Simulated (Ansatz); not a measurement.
## Which way does AgBr + RbCl ⇌ AgCl + RbBr run?

Plane-wave DFT in Ansatz with scalar-relativistic PAW potentials, cutoff 420 eV, Γ-centred meshes chosen by cell and gap, Gaussian smearing with energies taken to zero width. Every cell was relaxed (cell and atoms) in a run of its own, within the symmetry of its start. Functional: PBEsol.

Total energies hold large constants for each element; a whole number of eV per atom of each element is taken off below, which cancels in a balanced reaction.

```tsv
compound	lowest structure computed	structures tried	V (Å³/atom)	gap on mesh (eV)	E (eV per formula unit, common shift removed)
AgBr	Fm-3m	2	22.83	0.50	-1.2513
RbCl	Fm-3m	2	34.97	4.90	-3.6822
AgCl	Fm-3m	2	20.22	0.72	-0.8051
RbBr	Fm-3m	2	40.18	4.22	-3.9501
```

Work out the reaction energy at 0 K.

ΔE = E(AgCl) + E(RbBr) − E(AgBr) − E(RbCl) = 0.178 eV, or 17 kJ per mole of reaction (45 meV/atom). The left side is lower: Ag takes Br and Rb takes Cl. Pauling's electronegativities (Rb 0.82, Ag 1.93; Br 2.96, Cl 3.16) would pair Rb with Cl, the most ionic bond; the result follows that. All four are computed as solids; where they are solids at ordinary conditions entropy changes little. A lower structure that wasn't tried would shift the value, and mixed crystals may lie lower than either side.